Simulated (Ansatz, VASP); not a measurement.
**One calculation of Te2Mo, two programs**

```xyz
6
Lattice="3.4733 0.0000 0.0000 -1.7367 3.0080 0.0000 0.0000 0.0000 13.7643" Properties=species:S:1:pos:R:3 pbc="T T T"
Te    0.0000    2.0053    8.5275
Te    1.7367    1.0027    1.6453
Te    0.0000    2.0053   12.1190
Te    1.7367    1.0027    5.2369
Mo    0.0000    2.0053    3.4411
Mo    1.7367    1.0027   10.3233
```

Alike in both runs: functional LDA; k mesh 9 × 9 × 2; occupations gaussian, width 0.02 eV; no spin polarisation.

Ansatz relaxed the structure, and its values are those at the end. VASP's run is a single point on that final structure, the one shown.

```csv
,VASP,Ansatz
version,VASP 6.6.1,Ansatz 0.2.0
potentials or method,"VASP PAW LDA potentials, release 64 (Te, Mo_sv)","scalar-relativistic, plane waves, PAW"
plane-wave cutoff (eV),520,420
valence electrons in the cell,52,92
```

|  | VASP | Ansatz | Ansatz less VASP |
| --- | --- | --- | --- |
| gap on the k mesh at the Fermi level (eV) | 0.70 | 0.72 | +0.012 |
| least direct gap on the mesh (eV) | 1.10 | 1.10 | -0.001 |
| pressure (GPa) | 0.3 | 0.0 | -0.30 |
| rms of the force components (eV/Å) | 0.027 | 0.000 | -0.0272 |

The two sets of potentials don't hold the same shells in valence.

Caveats: spin-orbit coupling is left out, which moves the levels of the heavy elements; an odd mesh through Γ misses points on the zone boundary, where band edges often lie.
